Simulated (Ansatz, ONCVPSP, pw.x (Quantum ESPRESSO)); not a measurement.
# Equation-of-state test of one ONCV potential (gallium (Ga))

- Element: Ga (Z = 31)
- Generator: ONCVPSP 4.0.1.1 (patched build)
- Type: optimised norm-conserving Vanderbilt (ONCV)
- Functional: PBE
- Relativity: scalar-relativistic
- Frozen core: [Ar] 3d10
- Valence charge: 3
- Reference configuration: 4s2 4p1
- Partial waves: 4s: rc 1.55 bohr, ncon 4, nbas 8, qcut 5.4 1/bohr, local; 4p: rc 2.48 bohr, ncon 4, nbas 7, qcut 3.8 1/bohr, 2 projectors, debl 2.3 Ha
- Local potential: the s channel
- Core correction: Teter function, fcfact 3.75, rcfact 1.05

Crystal test: fcc Ga in pw.x 7.5, no spin, 13³ k-points, Fermi–Dirac smearing 0.01 Ry, cutoffs 55/220 Ry. The reference is all-electron LAPW (Ansatz 0.2.0) with the same functional, mesh and smearing; V0 and B0 come from Birch–Murnaghan fits to the pressures at five volumes. Errors are pseudo minus all-electron; Δ is the rms difference of the E(V) curves that follow from these fits, minima aligned, over ±6 % about the mean V0. Mesh and smearing are coarse, so the numbers serve the comparison and aren't converged zero-temperature values; the lattice is a test structure that the element need not adopt.

| V (Å³/atom) | P all-electron (GPa) | P pseudo (GPa) |
| --- | --- | --- |
| 18.074 | 2.74 | -10.12 |
| 18.549 | 1.23 | -10.54 |
| 19.025 | -0.07 | -10.88 |
| 19.501 | -1.20 | -11.15 |
| 19.976 | -2.17 | -11.35 |

All-electron: a0 = 4.236 Å (V0 = 19.00 Å³/atom), B0 = 48.8 GPa.

Pseudopotential: mean pressure error (GPa): -10.91. The pressure does not cross zero within the volumes sampled, so no fit is given. This is a poor potential for the solid. The generator flags a localised state at positive energy (p at 11 eV). Atomic configuration tests: 1 of 4 tests not solved or not reliable.

Task: At the middle volume, how do free energy and pressure move when the wave cutoff is lowered (ecutrho kept at four times it)?

Result:

| cutoff (Ry) | shift of F (meV/atom) | shift of P (GPa) |
| --- | --- | --- |
| 25 | +32.2 | +0.09 |
| 33 | +5.5 | -0.27 |
| 44 | +1.3 | -0.02 |

Input at the middle volume:

```
&control
  calculation='scf', prefix='x', pseudo_dir='./', outdir='./tmp', tstress=.true., disk_io='low'
/
&system
  ibrav=0, nat=1, ntyp=1, ecutwfc=55, ecutrho=220, nbnd=8,
  occupations='smearing', smearing='fd', degauss=0.01
/
&electrons
  conv_thr=1e-09, mixing_beta=0.4, electron_maxstep=70
/
ATOMIC_SPECIES
Ga 1.0 Ga.UPF
CELL_PARAMETERS angstrom
  0.00000000 2.11884029 2.11884029
  2.11884029 0.00000000 2.11884029
  2.11884029 2.11884029 0.00000000
ATOMIC_POSITIONS crystal
Ga 0.0000 0.0000 0.0000
K_POINTS automatic
13 13 13 0 0 0
```

```bash
pw.x < Ga.scf.in > Ga.scf.out
```

Lines of the output:

```
Message from routine setup:
     using ibrav=0 with symmetry is DISCOURAGED, use correct ibrav instead
     lattice parameter (alat)  =       5.6626  a.u.
     unit-cell volume          =     128.3871 (a.u.)^3
     number of electrons       =         3.00
     number of Kohn-Sham states=            8
     kinetic-energy cutoff     =      55.0000  Ry
     charge density cutoff     =     220.0000  Ry
     scf convergence threshold =      1.0E-09
     Exchange-correlation= PBE
     number of k points=    84  Fermi-Dirac smearing, width (Ry)=  0.0100
     iteration #  1     ecut=    55.00 Ry     beta= 0.40
     c_bands:  1 eigenvalues not converged
     c_bands:  5 eigenvalues not converged
     c_bands:  1 eigenvalues not converged
     c_bands:  5 eigenvalues not converged
     c_bands:  1 eigenvalues not converged
     c_bands:  1 eigenvalues not converged
     c_bands:  5 eigenvalues not converged
     c_bands:  2 eigenvalues not converged
     [... 3 repeated lines left out ...]
     total energy              =      -4.87296593 Ry
     estimated scf accuracy    <       0.00429858 Ry
     iteration #  2     ecut=    55.00 Ry     beta= 0.40
     [... 1 repeated lines left out ...]
     total energy              =      -4.87278802 Ry
     estimated scf accuracy    <       0.00142812 Ry
     iteration #  3     ecut=    55.00 Ry     beta= 0.40
     total energy              =      -4.87292165 Ry
     estimated scf accuracy    <       0.00000363 Ry
     iteration #  4     ecut=    55.00 Ry     beta= 0.40
     [... 12 repeated lines left out ...]
     total energy              =      -4.87298308 Ry
     estimated scf accuracy    <       0.00000042 Ry
     iteration #  5     ecut=    55.00 Ry     beta= 0.40
     [... 5 repeated lines left out ...]
     total energy              =      -4.87298332 Ry
     estimated scf accuracy    <       0.00000003 Ry
     iteration #  6     ecut=    55.00 Ry     beta= 0.40
     [... 1 repeated lines left out ...]
     total energy              =      -4.87298333 Ry
     estimated scf accuracy    <          8.0E-09 Ry
     iteration #  7     ecut=    55.00 Ry     beta= 0.40
     the Fermi energy is     5.5121 ev
!    total energy              =      -4.87298333 Ry
     estimated scf accuracy    <          3.3E-10 Ry
     smearing contrib. (-TS)   =      -0.00197642 Ry
     The total energy is F=E-TS. E is the sum of the following terms:
     one-electron contribution =       2.32018406 Ry
     hartree contribution      =       0.01727744 Ry
     xc contribution           =      -2.05568724 Ry
     ewald contribution        =      -5.15278118 Ry
     convergence has been achieved in   7 iterations
          total   stress  (Ry/bohr**3)                   (kbar)     P=     -108.81
```

The run at the middle volume (84 k-points, 7 iterations) took about 11 s on one core of a shared host (Neoverse-V1, 64 threads, 255 GiB, load 14).
